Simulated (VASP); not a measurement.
# Ni (Fm-3m) in VASP: settings compared, part 2 of 2

VASP 6.6.1. Earlier steps stand in the parts before.

### 3 Single point, r2SCAN, collinear spin, ferromagnetic start

INCAR reads:

```
PREC = Accurate
ENCUT = 520
EDIFF = 1E-6
ISMEAR = 0
SIGMA = 0.1
LREAL = False
LASPH = True
NELM = 100
ALGO = Normal
ISIF = 2
LWAVE = False
LCHARG = False
ISPIN = 2
MAGMOM = 1
LORBIT = 11
LMAXMIX = 4
METAGGA = R2SCAN
LMIXTAU = True
```

KPOINTS reads:

```
regular mesh
0
Gamma
  20 20 20
```

POSCAR reads:

```
Ni
1.0
    0.0000000000      1.7311400000      1.7311400000
    1.7311400000      0.0000000000      1.7311400000
    1.7311400000      1.7311400000      0.0000000000
Ni
1
Direct
    0.0000000000      1.0000000000      0.0000000000
```

Potentials or basis: VASP PAW PBE potentials, release 64 (Ni).

The run is started by

```bash
$ cat potpaw_PBE.64/Ni/POTCAR > POTCAR
$ mpirun -np 1 vasp_std > vasp.out
```

OUTCAR:

```text
PREC = Accurate
   ENCUT = 520
   EDIFF = 1E-6
   ISMEAR = 0
   LREAL = False
   LASPH = True
   NELM = 100
   ISIF = 2
   ISPIN = 2
   LORBIT = 11
   METAGGA = R2SCAN

 ion  position               nearest neighbor table
   1  0.000  0.000  0.000-

  LATTYP: Found a face centered cubic cell.
 ALAT       =     3.4622800000

  Lattice vectors:

 A1 = (   0.0000000000,   1.7311400000,   1.7311400000)
 A2 = (   1.7311400000,   0.0000000000,   1.7311400000)
 A3 = (   1.7311400000,   1.7311400000,   0.0000000000)

Analysis of symmetry for initial positions (statically):
=====================================================================
 Subroutine PRICEL returns:
 Original cell was already a primitive cell.

 Routine SETGRP: Setting up the symmetry group for a
 face centered cubic supercell.

 Subroutine GETGRP returns: Found 48 space group operations
 (whereof 48 operations were pure point group operations)
 out of a pool of 48 trial point group operations.

The static configuration has the point symmetry O_h .

Analysis of symmetry for dynamics (positions and initial velocities):
=====================================================================
 Subroutine PRICEL returns:
 Original cell was already a primitive cell.

 Routine SETGRP: Setting up the symmetry group for a
 face centered cubic supercell.

 Subroutine GETGRP returns: Found 48 space group operations
 (whereof 48 operations were pure point group operations)
 out of a pool of 48 trial point group operations.

The dynamic configuration has the point symmetry O_h .

Analysis of structural, dynamic, and magnetic symmetry:
=====================================================================
 Subroutine PRICEL returns:
 Original cell was already a primitive cell.

 Routine SETGRP: Setting up the symmetry group for a
 face centered cubic supercell.

 Subroutine GETGRP returns: Found 48 space group operations
 (whereof 48 operations were pure point group operations)
 out of a pool of 48 trial point group operations.

The overall configuration has the point symmetry O_h .
[... 155 lines left out ...]
 spin component 1

 k-point     1 :       0.0000    0.0000    0.0000
  band No.  band energies     occupation
      1       0.2513      1.00000
      2       6.9481      1.00000
      3       6.9482      1.00000
      4       6.9482      1.00000
      5       8.3140      1.00000
      6       8.3141      1.00000
      7      34.9610      0.00000
      8      39.4960      0.00000
      9      39.4960      0.00000
     10      39.4964      0.00000
[... 287 lines left out ...]
 k-point    24 :      -0.3500    0.0500    0.0000
  band No.  band energies     occupation
      1       4.1892      1.00000
      2       7.0849      1.00000
      3       7.1469      1.00000
      4       7.3770      1.00000
      5       8.6211      1.00000
      6       9.0229      1.00000
      7      19.7055      0.00000
      8      32.9357      0.00000
      9      35.6382      0.00000
     10      37.8229      0.00000

 [... further k-points ...]

 spin component 2

 k-point     1 :       0.0000    0.0000    0.0000
  band No.  band energies     occupation
      1       0.0019      1.00000
      2       8.2538      1.00000
      3       8.2538      1.00000
      4       8.2538      1.00000
      5       9.0581      1.00000
      6       9.0582      1.00000
      7      34.7097      0.00000
      8      39.6030      0.00000
      9      39.6031      0.00000
     10      39.6031      0.00000
[... 287 lines left out ...]
 k-point    24 :      -0.3500    0.0500    0.0000
  band No.  band energies     occupation
      1       4.4441      1.00000
      2       7.8939      1.00000
      3       8.0726      1.00000
      4       8.0766      1.00000
      5       9.7914      0.99845
      6      10.1129      0.05624
      7      20.0954      0.00000
      8      32.9468      0.00000
      9      35.7859      0.00000
     10      38.1260      0.00000

 [... further k-points ...]

------------------------ aborting loop because EDIFF is reached ----------------------------------------

  FORCE on cell =-STRESS in cart. coord.  units (eV):
  Direction    XX          YY          ZZ          XY          YZ          ZX
  --------------------------------------------------------------------------------------
  -------------------------------------------------------------------------------------
  Total        0.2068469      0.2068469      0.2068469      0.0000000     -0.0000000     -0.0000000
  in kB       31.9398685     31.9398685     31.9398685      0.0000000     -0.0000000     -0.0000000
  external PRESSURE =      31.9398685 kB  Pullay stress =       0.0000000 kB

 VOLUME and BASIS-vectors are now :
 -----------------------------------------------------------------------------
  energy-cutoff  :      520.00
  volume of cell :       10.38
      direct lattice vectors                 reciprocal lattice vectors
     0.000000000  1.731140000  1.731140000    -0.288827016  0.288827016  0.288827016
     1.731140000  0.000000000  1.731140000     0.288827016 -0.288827016  0.288827016
     1.731140000  1.731140000  0.000000000     0.288827016  0.288827016 -0.288827016

 POSITION                                       TOTAL-FORCE (eV/Angst)
 -----------------------------------------------------------------------------------
      0.00000      0.00000      0.00000        -0.000000      0.000000     -0.000000
 -----------------------------------------------------------------------------------
    total drift:                               -0.000000     -0.000000     -0.000000

  FREE ENERGIE OF THE ION-ELECTRON SYSTEM (eV)
  ---------------------------------------------------
  free  energy   TOTEN  =       -11.9440707588 eV

  energy  without entropy=      -11.9370849677  energy(sigma->0) =      -11.94057786

 total charge

# of ion       s       p       d       tot
------------------------------------------
    1        0.535   0.563   8.336   9.434

 magnetization (x)

# of ion       s       p       d       tot
------------------------------------------
    1       -0.010  -0.043   0.782   0.729
```

It took 2 min on 1 thread of Intel Xeon Platinum 8488C (Sapphire Rapids), shared host; peak memory 0.16 GiB.

Results:

```yaml
Free_energy: -11.9441 eV
Pressure: 3.2 GPa
Band_gap_on_the_k_mesh: none (metal or under the smearing width)
Net_moment: 0.71 μB per cell
Site_moments: Ni +0.73 μB
Valence_electrons_inside_the_program's_atomic_spheres: Ni 9.43
```

Levels at points of the mesh, in eV from the Fermi level:
Spin up:
| k point | band 2 | band 3 | band 4 | band 5 | band 6 | band 7 | band 8 | band 9 |
| --- | --- | --- | --- | --- | --- | --- | --- | --- |
| (0.00, 0.00, 0.00) | -3.05 | -3.05 | -3.05 | -1.69 | -1.69 | 24.96 | 29.50 | 29.50 |
| (0.50, 0.00, 0.00) | -2.98 | -2.98 | -1.04 | -1.04 | -0.49 | 6.00 | 23.38 | 26.51 |
| (0.50, 0.50, 0.00) | -4.96 | -0.94 | -0.94 | -0.92 | 2.52 | 9.79 | 15.88 | 15.88 |
Spin down:
| k point | band 1 | band 2 | band 3 | band 4 | band 5 | band 6 | band 7 | band 8 |
| --- | --- | --- | --- | --- | --- | --- | --- | --- |
| (0.00, 0.00, 0.00) | -10.00 | -1.75 | -1.75 | -1.75 | -0.94 | -0.94 | 24.71 | 29.60 |
| (0.50, 0.00, 0.00) | -4.89 | -2.08 | -2.08 | -0.71 | 0.18 | 0.18 | 6.69 | 23.27 |
| (0.50, 0.50, 0.00) | -4.95 | -3.95 | -0.14 | 0.56 | 0.56 | 2.27 | 10.13 | 15.94 |

Caveat: the PAW data sets were made with another functional, which shifts forces and pressure a little.
